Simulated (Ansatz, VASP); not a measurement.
## TaN (TaN strained to the junction's net) in two plane-wave programs

Wanted: the spread between two codes on one cell, functional and k mesh. The cell is generated by rule, not measured, and may not be a known phase. The structure shown is the end of the Ansatz relaxation below.

Main program and level: Ansatz 0.2.0; plane waves, with VASP 6.6.1 beside it; single point at PBE.

**1. Set-up**

The structure is trigonal, space group R-3m (No. 166). The conventional cell has a = 3.171 Å, b = 3.171 Å, c = 7.500 Å, α = 90.00°, β = 90.00°, γ = 120.00°. Nearest to Ta lie 6 N at 2.22 Å. Nearest to N lie 6 Ta at 2.22 Å. Farther neighbours and most contacts between anions are not listed.

**2. Ansatz: relaxation, PBE**

Ansatz runs on its default PAW (the set named soft_2) files.

This run makes the geometry at which the two programs are then compared.

Contents of input.yaml:

```yaml
crystal:
  lattice:
    - [3.171, 0.0, 0.0]
    - [-1.5855, 2.7461665554, 0.0]
    - [0.0, 0.0, 7.577497386]
  atoms:
    - { symbol: Ta, position: [0.0, 0.0, 0.0] }
    - { symbol: "N", position: [0.3333333333, 0.6666666667, 0.1666666667] }
    - { symbol: Ta, position: [0.6666666667, 0.3333333333, 0.3333333333] }
    - { symbol: "N", position: [0.0, 0.0, 0.5] }
    - { symbol: Ta, position: [0.3333333333, 0.6666666667, 0.6666666667] }
    - { symbol: "N", position: [0.6666666667, 0.3333333333, 0.8333333333] }
kpoints:
  mp_grid: { grid: [12, 12, 4] }
scf:
  occupations: { method: fermi_dirac, width: 0.1 }
  max_iter: 150
hamiltonian:
  xc: pbe
relax:
  f_tol: 0.01
  max_steps: 40
  cell: { fix: [a, b, angles] }
```

Started as:

```console
$ ansatz run input.yaml --threads 4 --pin off --max-ram 16384MiB --backend cpu --events-out ev --progress --plain --runs-dir out
```

Numbers of over 12 decimals in the logs are rounded to 6 here.

The log of the run:

```text
Engine: ansatz 0.2.0, aarch64-unknown-linux-gnu
Pseudopotentials: kind: paw
Pseudopotential: Ta, paw, valence charge 13, recommended cutoff 420 eV (normal), Ta.paw.azcp
Pseudopotential: N, paw, valence charge 5, recommended cutoff 420 eV (normal), N.paw.azcp
Functional definition: PBE
  parameter kappa = 0.804
  parameter beta = 0.066725
  exchange = pbe_x(kappa = kappa, mu = beta*pi^2/3)
  correlation = pbe_c(beta = beta)
Crystal: 6 atoms, lattice volume = 65.986 Å³
Basis set: ecut = 420 eV, 1273 PW (Γ), exchange–correlation on 48×48×108 points (8 copies of the dense FFT grid, shifted against one another)
Bands: 33, of which v1, the nominal top of the filled ones, is band 27 counted from 1 (26 counted from 0)
Symmetry: 36 space group operations
Space group: R-3m (ITA 166), of the structure as read, at distance tolerance 4.0e-5 Å
k-points: 69 of 576
Non-local potential: Ta, projectors of the file, l = 0: 3, l = 1: 2, l = 2: 2, l = 3: 1
Non-local potential: N, projectors of the file, l = 0: 2, l = 1: 2, l = 2: 1
PAW form: soft (Blöchl's): semilocal exchange-correlation on the pseudo side does not see the compensation charge
PAW one-centre angular grid: Ta, 590 points (default); XC on 64 Gauss nodes
PAW one-centre angular grid: N, 110 points (default); XC on 64 Gauss nodes
Initial density: superposition of atomic densities (neutral atoms: chi_scale 0, normalization atom), corrected by the library's trained network
Initial wavefunctions: pseudopotential atomic-orbital guess
Functional: x = pbe(κ = 0.804, μ = 0.219515), c = pbe(β = 0.066725)
SCF iter   1: F=—  HF=-30953.762188 eV  |F-HF|=—  |Δ(HF+E_count)|=         —  Δρ=1.82e-3  dr2=7.19e-4  ethr=1.77e-3  ⟨swp⟩=5.4  Hψ=20030  notcnv=0  defer=17
automatic band count: the SCF goes on with 39 bands, as 33 were too few: the levels above may hold too much charge
preconditioner: auto → Kerker (q_TF=auto, 2.639 Å⁻¹)  [metal: Δε(μ)=0.020 eV  Ē_g=10.692 eV  σ=0.100 eV  W_gap=0.05  n_scr=24 (ndim 8)  ℏωp=25.0 eV  f_vac=0.000  D(μ)=2.45/eV (n_scr^D=24)]
SCF iter   2: F=—  HF=-30953.762243 eV  |F-HF|=—  |Δ(HF+E_count)|=   5.46e-5  Δρ=1.08e-3  dr2=2.79e-4  ethr=1.33e-6  ⟨swp⟩=2.0  Hψ=5122  notcnv=0  defer=15
SCF iter   3: F=—  HF=-30953.762597 eV  |F-HF|=—  |Δ(HF+E_count)|=   3.54e-4  Δρ=1.67e-4  dr2=1.51e-5  ethr=5.16e-7  ⟨swp⟩=2.0  Hψ=3458  notcnv=0  defer=15
SCF iter   4: F=—  HF=-30953.762631 eV  |F-HF|=—  |Δ(HF+E_count)|=   3.47e-5  Δρ=7.42e-5  dr2=2.20e-6  ethr=2.80e-8  ⟨swp⟩=2.6  Hψ=3685  notcnv=0  defer=15
iter 5 did not close the SCF: its close was put off for the readings that it lacked (scf_convergence_deferred on its scf_iter line)
SCF iter   5: F=-30953.762632 eV  HF=-30953.762632 eV  |F-HF|=1.25e-8  |Δ(HF+E_count)|=   5.99e-7  Δρ=9.23e-6  dr2=2.91e-8  ethr=4.07e-9  ⟨swp⟩=3.0  Hψ=4957  notcnv=0  defer=15
SCF iter   6: F=-30953.762632 eV  HF=-30953.762632 eV  |F-HF|=2.84e-10  |Δ(HF+E_count)|=   1.61e-8  Δρ=1.19e-6  dr2=4.59e-10  ethr=5.39e-11  ⟨swp⟩=2.1  Hψ=8070  notcnv=0
SCF 1 converged in 6 iterations: F = -30953.762632 eV  dr2 = 4.59e-10
  greatest PAW one-centre occupation: 0.999 electrons in one spin orbital (limit 2), on the Ta atom at site 4 (counted from 0), in its partial waves of l = 0
relax step   1: F+E_penalty+E_count = -30953.76263196 eV  Δ(F+E_penalty+E_count) = +0.000e0 eV  max|allowed force component| = 6.115e-27 eV/Å  Δτ_max = 0.0000 Å  P = -6.403 GPa  Ω = 65.986 Å³  fix = [a, b, alpha, beta, gamma]  reactions: a -7.406, b -7.406 GPa  (6 SCF iters, dr2 threshold 1.00e-7 eV, accepted)
[...]
relax step   5: F+E_penalty+E_count = -30953.77192472 eV  Δ(F+E_penalty+E_count) = +1.871e-3 eV  max|allowed force component| = 1.285e-28 eV/Å  Δτ_max = 0.0000 Å  P = -3.277 GPa  Ω = 65.325 Å³  fix = [a, b, alpha, beta, gamma]  reactions: a -4.873, b -4.873 GPa  stress off target by 8.36e-2 GPa on what of the cell is left free  SCF on the basis re-selected at this cell (its energy is not comparable with the rows above)  (8 SCF iters)
[...]
relax step   6: F+E_penalty+E_count = -30953.77196512 eV  Δ(F+E_penalty+E_count) = -4.040e-5 eV  max|allowed force component| = 7.763e-27 eV/Å  Δτ_max = 0.0000 Å  P = -3.217 GPa  Ω = 65.313 Å³  energy of the carried Pulay correction = +3.722e-5 eV  fix = [a, b, alpha, beta, gamma]  reactions: a -4.825, b -4.825 GPa  (6 SCF iters, dr2 threshold 1.75e-8 eV, accepted)
[...]
relax step   7: F+E_penalty+E_count = -30953.77194060 eV  Δ(F+E_penalty+E_count) = +2.453e-5 eV  max|allowed force component| = 3.785e-28 eV/Å  Δτ_max = 0.0000 Å  P = -3.217 GPa  Ω = 65.313 Å³  fix = [a, b, alpha, beta, gamma]  reactions: a -4.825, b -4.825 GPa  stress off target by 1.26e-3 GPa on what of the cell is left free  SCF on the basis re-selected at this cell (its energy is not comparable with the rows above)  (7 SCF iters)
basis re-selected at this cell: Δ(F+E_penalty+E_count) = +2.453e-5 eV, ΔP = -0.000 GPa vs the last step (what re-selecting the basis moved, of the pressure what is left beyond the Pulay correction that the steps carried, after the strain that the cell walked since its last selection, with what the two solves' SCF thresholds leave and, on support functions, any second-order correction that the steps lacked; it is no m [...]
SCF converged after 7 iterations
Free energy (F): -30953.771941 eV
Harris-Foulkes:  -30953.771941 eV  (|F-HF|=7.28e-12)
Internal energy: -30953.690749 eV  (E = F + TS)
E sigma→0 (E₀):  -30953.731345 eV
Entropy (-TS):   -0.081192 eV (-13.532 meV/atom)
Fermi energy:    21.153463 eV
--- Per-component energies (eV) ---
  E_band       = -159.139167
  E_kinetic    = 1498.912433
  E_local      = -1797.255476  (includes V_loc(G=0)·N_el)
  E_nonlocal   = 179.036175
  E_hartree    = 601.910573
  E_xc         = -839.174488
  E_vxc        = -846.340556  (∫ρ·V_xc dr)
  E_paw        = -25572.307512  (= ΣΔE_a)
  E_vpaw       = -397.313497  (= ΣTr[D̂ρ^β])
  E_aug_tail   = 0.000607  (compensation charges beyond the density's cutoff)
  E_ewald      = -5024.813061
  E_smearing   = -0.081192  (= −TS)
  E_closure    = 0.000000  (closes the sum)
  Σ components = -30953.771941   (vs F -30953.771941, Δ=0.00e0)
--- Forces (eV/Å), atoms counted from 1 ---
  atom   1  Ta     0.00000000     0.00000000     0.00000000
  atom   2  N      0.00000000     0.00000000     0.00000000
  atom   3  Ta    -0.00000000    -0.00000000     0.00000000
  atom   4  N      0.00000000     0.00000000     0.00000000
  atom   5  Ta    -0.00000000     0.00000000     0.00000000
  atom   6  N      0.00000000     0.00000000     0.00000000
  max |Σ_I F_I| component: 2.55e-28 eV/Å
--- Stress (GPa, compression-positive) ---
       -4.824997       0.000000      -0.000000
        0.000000      -4.824997      -0.000000
       -0.000000      -0.000000      -0.001261
  P = ⅓ Tr σ = -3.2171 GPa (-32.171 kbar)
--- Relaxed structure (5 steps of the walk, 5 accepted, 2 SCFs on fresh bases) ---
  F+E_penalty+E_count = -30953.77194060 eV   max|allowed force component| = 3.785e-28 eV/Å   (the final SCF, on the basis selected at the relaxed cell)
  cell:  # Å, volume = 65.3127 Å³
    - [3.171000, 0, 0]
    - [-1.585500, 2.746167, 0]
    - [0, 0, 7.500228]
  atoms:
    - { symbol: Ta, position: [0, 0, 0] }
    - { symbol: N, position: [0.333333, 0.666667, 0.166667] }
    - { symbol: Ta, position: [0.666667, 0.333333, 0.333333] }
    - { symbol: N, position: [0, 0, 0.500000] }
    - { symbol: Ta, position: [0.333333, 0.666667, 0.666667] }
    - { symbol: N, position: [0.666667, 0.333333, 0.833333] }
```

Reading the cycles: dr2 is the Hartree energy of the density residual (eV), the measure of convergence; HF is the Harris–Foulkes estimate of the energy, which meets the free energy F at convergence.

**3. VASP: single point, PBE**

The same cell, functional, mesh and smearing now go to VASP, with its own data sets.

Lines of VASP's logs that name or quote its potential files are left out, and so is its time.

Contents of INCAR:

```
SYSTEM = TaN
PREC = Accurate
ENCUT = 600
EDIFF = 1E-06
NELM = 120
ISMEAR = -1
SIGMA = 0.1
LREAL = .FALSE.
ALGO = Normal
GGA = PE
NBANDS = 30
LASPH = .TRUE.
LORBIT = 11
LWAVE = .FALSE.
LCHARG = .FALSE.
ISIF = 2
GGA_COMPAT = .FALSE.
KPAR = 2
```

Contents of POSCAR:

```
TaN
1.0
    3.1710000000      0.0000000000      0.0000000000
   -1.5855000000      2.7461665554      0.0000000000
    0.0000000000      0.0000000000      7.5002282749
Ta N
3 3
Direct
    0.0000000000      0.0000000000      0.0000000000
    0.6666666667      0.3333333333      0.3333333333
    0.3333333333      0.6666666667      0.6666666667
    0.3333333333      0.6666666667      0.1666666667
    0.0000000000      0.0000000000      0.5000000000
    0.6666666667      0.3333333333      0.8333333333
```

Contents of KPOINTS:

```
Automatic mesh
0
Gamma
12 12 4
0 0 0
```

PAW data sets: Ta_pv and N (PBE family, release 64).

Started as:

```console
$ mpirun -np 2 vasp_std
```

The log of the run:

```text
[banner, memory and clock lines left out]
running    2 mpi-ranks, on    1 nodes
 distrk:  each k-point on    1 cores,    2 groups
 distr:  one band on    1 cores,    1 groups

 POSCAR found type information on POSCAR TaN
 POSCAR found :  2 types and       6 ions
 LDA part: xc-table for (Slater+PW92), standard interpolation
 POSCAR, INCAR and KPOINTS ok, starting setup
 FFT: planning ... GRIDC
 FFT: planning ... GRID_SOFT
 FFT: planning ... GRID
 WAVECAR not read
 entering main loop
       N       E                     dE             d eps       ncg     rms          rms(c)
DAV:   1     0.482577550598E+03    0.48258E+03   -0.28869E+04  4140   0.188E+03
DAV:   2    -0.423151072605E+02   -0.52489E+03   -0.50854E+03  4808   0.519E+02
DAV:   3    -0.737932958540E+02   -0.31478E+02   -0.30585E+02  5236   0.119E+02
DAV:   4    -0.745891983482E+02   -0.79590E+00   -0.77394E+00  5424   0.166E+01
DAV:   5    -0.746074101128E+02   -0.18212E-01   -0.18065E-01  5302   0.181E+00    0.397E+01
DAV:   6    -0.657936016276E+02    0.88138E+01   -0.53238E+01  5230   0.405E+01    0.176E+01
DAV:   7    -0.655729853470E+02    0.22062E+00   -0.25567E+00  4958   0.897E+00    0.913E+00
DAV:   8    -0.655218480551E+02    0.51137E-01   -0.27862E-01  4988   0.358E+00    0.801E-01
DAV:   9    -0.655102032232E+02    0.11645E-01   -0.62670E-02  5102   0.118E+00    0.225E-01
DAV:  10    -0.655102908016E+02   -0.87578E-04   -0.51781E-03  5268   0.537E-01    0.109E-01
DAV:  11    -0.655100376074E+02    0.25319E-03   -0.88252E-04  5244   0.171E-01    0.257E-02
DAV:  12    -0.655100343601E+02    0.32472E-05   -0.10164E-04  5412   0.557E-02    0.474E-03
DAV:  13    -0.655100340462E+02    0.31391E-06   -0.16247E-06  3718   0.840E-03
   1 F= -.65510034E+02 E0= -.65469302E+02  d E =-.814647E-01
```

OUTCAR, selected parts (step 3):

```text
ion  position               nearest neighbor table
   1  0.000  0.000  0.000-   4 2.22   6 2.22   4 2.22   6 2.22   6 2.22   4 2.22   2 3.10   3 3.10
                             3 3.10   2 3.10   3 3.10   2 3.10
   2  0.667  0.333  0.333-   4 2.22   4 2.22   5 2.22   4 2.22   5 2.22   5 2.22   1 3.10   1 3.10
                             1 3.10   3 3.10   3 3.10   3 3.10
   3  0.333  0.667  0.667-   6 2.22   6 2.22   5 2.22   6 2.22   5 2.22   5 2.22   1 3.10   1 3.10
                             1 3.10   2 3.10   2 3.10   2 3.10
   4  0.333  0.667  0.167-   2 2.22   2 2.22   1 2.22   2 2.22   1 2.22   1 2.22
   5  0.000  0.000  0.500-   2 2.22   3 2.22   3 2.22   2 2.22   2 2.22   3 2.22
   6  0.667  0.333  0.833-   3 2.22   3 2.22   1 2.22   3 2.22   1 2.22   1 2.22

  LATTYP: Found a hexagonal cell.
 ALAT       =     3.1710000000
 C/A-ratio  =     2.3652564727

 Subroutine GETGRP returns: Found 12 space group operations
 (whereof 12 operations were pure point group operations)

The static configuration has the point symmetry D_3d.

 Found     69 irreducible k-points:

   k-points           NKPTS =     69   k-points in BZ     NKDIM =     69   number of bands    NBANDS=     30

   dimension x,y,z NGX =    28 NGY =   28 NGZ =   60
   dimension x,y,z NGXF=    56 NGYF=   56 NGZF=  120

   ENCUT  =  600.0 eV  44.10 Ry    6.64 a.u.   6.33  6.33 14.98*2*pi/ulx,y,z

   NELECT =      48.0000    total number of electrons

 k-points in reciprocal lattice and weights: Automatic mesh
   0.00000000  0.00000000  0.00000000       0.002
   0.08333333  0.00000000  0.00000000       0.010
   0.16666667  0.00000000  0.00000000       0.010
   0.25000000  0.00000000  0.00000000       0.010
   0.33333333  0.00000000  0.00000000       0.010
   0.41666667  0.00000000  0.00000000       0.010
   0.50000000  0.00000000  0.00000000       0.005
   0.08333333  0.08333333  0.00000000       0.010
   0.16666667  0.08333333  0.00000000       0.021
[...]
0.33333333  0.25000000  0.50000000       0.021
   0.33333333  0.33333333  0.50000000       0.003

 average (electrostatic) potential at core
       1 -35.1559       2 -35.1559       3 -35.1559       4 -61.4652       5 -61.4652
       6 -61.4652

 E-fermi :   9.2704

 k-point     1 :       0.0000    0.0000    0.0000
  band No.  band energies     occupation
    ...
     24       7.5747      2.00000
     25       9.2782      0.96097
     26       9.2782      0.96097
     27       9.3559      0.59670
     28       9.3559      0.59670
     29       9.9004      0.00367
     30       9.9004      0.00367

 k-point     2 :       0.0833    0.0000    0.0000
  band No.  band energies     occupation
    ...
     22       7.2390      2.00000
     23       7.4427      2.00000
     24       7.8633      2.00000
     25       8.3829      1.99972
     26       9.0150      1.85562
     27       9.4760      0.22696
     28       9.6769      0.03374
     29      10.0606      0.00074
     30      10.4161      0.00002

 k-point     3 :       0.1667    0.0000    0.0000
  band No.  band energies     occupation
    ...
     23       7.3738      2.00000
     24       8.2029      1.99995
     25       8.5446      1.99859
     26       9.2314      1.19235
     27       9.3536      0.60631
     28      10.5202      0.00001
     29      11.1667      0.00000
     30      11.2000      0.00000

  Total       -1.7104079     -1.7104079      0.2513248      0.0000000     -0.0000000      0.0000000
  in kB      -41.9577959    -41.9577959      6.1652169      0.0000000     -0.0000000      0.0000000
  external PRESSURE =     -25.9167916 kB  Pullay stress =       0.0000000 kB

  energy-cutoff  :      600.00
  volume of cell :       65.31
      direct lattice vectors                 reciprocal lattice vectors
     3.171000000  0.000000000  0.000000000     0.315357931  0.182071986  0.000000000
    -1.585500000  2.746166555  0.000000000     0.000000000  0.364143973  0.000000000
     0.000000000  0.000000000  7.500228275     0.000000000  0.000000000  0.133329275

 POSITION                                       TOTAL-FORCE (eV/Angst)
 -----------------------------------------------------------------------------------
      0.00000      0.00000      0.00000        -0.000000     -0.000000     -0.000000
      1.58550      0.91539      2.50008         0.000000     -0.000000     -0.000000
     -0.00000      1.83078      5.00015        -0.000000     -0.000000     -0.000000
     -0.00000      1.83078      1.25004        -0.000000     -0.000000     -0.000000
      0.00000      0.00000      3.75011         0.000000     -0.000000     -0.000000
      1.58550      0.91539      6.25019         0.000000      0.000000      0.000000
 -----------------------------------------------------------------------------------
    total drift:                               -0.000000      0.000000      0.000000

  FREE ENERGIE OF THE ION-ELECTRON SYSTEM (eV)
  ---------------------------------------------------
  free  energy   TOTEN  =       -65.5100340462 eV

  energy  without entropy=      -65.4285693284  energy(sigma->0) =      -65.46930169

 total charge
# of ion       s       p       d       tot
------------------------------------------
    1        0.268   6.208   2.416   8.892
    2        0.268   6.208   2.416   8.892
    3        0.268   6.208   2.416   8.892
    4        1.225   2.514   0.000   3.739
    5        1.225   2.514   0.000   3.739
    6        1.225   2.514   0.000   3.739
--------------------------------------------------
tot          4.481  26.167   7.247  37.894

[... 3 further parts left out ...]
```

The run ends at a pressure of -2.59 GPa.

**4. Side by side**

Known differences besides the potentials themselves: the data sets hold 54 valence electrons in Ansatz (on its default PAW (the set named soft_2) files) and 48 in VASP; the cutoff is 420 eV in Ansatz and 600 eV in VASP; Ansatz's pressure holds a Pulay correction, VASP's none. Total energies have different zeros and are not compared.

The two programs side by side:

| quantity | Ansatz | VASP | difference |
| --- | --- | --- | --- |
| pressure (GPa) | -3.22 | -2.59 | -0.63 |

**5. Outcome**

| Property | Result |
| --- | --- |
| difference in pressure (single point, PBE) | -0.63 GPa |

The difference in pressure is -0.63 GPa (single point, PBE), within the 1 GPa picked in this series as the mark of a large difference. The data sets hold unlike numbers of valence electrons (54 in Ansatz and 48 in VASP), so part of the differences comes from the potentials. 1 further run of this series is not shown here. Such differences can come from data sets, numerical settings and the points named under the comparisons, not from the functional's error against experiment.

[Lines on the potential files, build, host, timing and source positions are cut from VASP's logs without a mark.]

[Logs are printed without paths, hosts, clocks, repeated set-up lines and the standing remarks that a program may print on its own settings, such as how far it seeks lower states.]

[Hosts, paths, dates, database ids (printed as entryN), source tags and the programs' standing remarks are cut or masked in the printed files.]
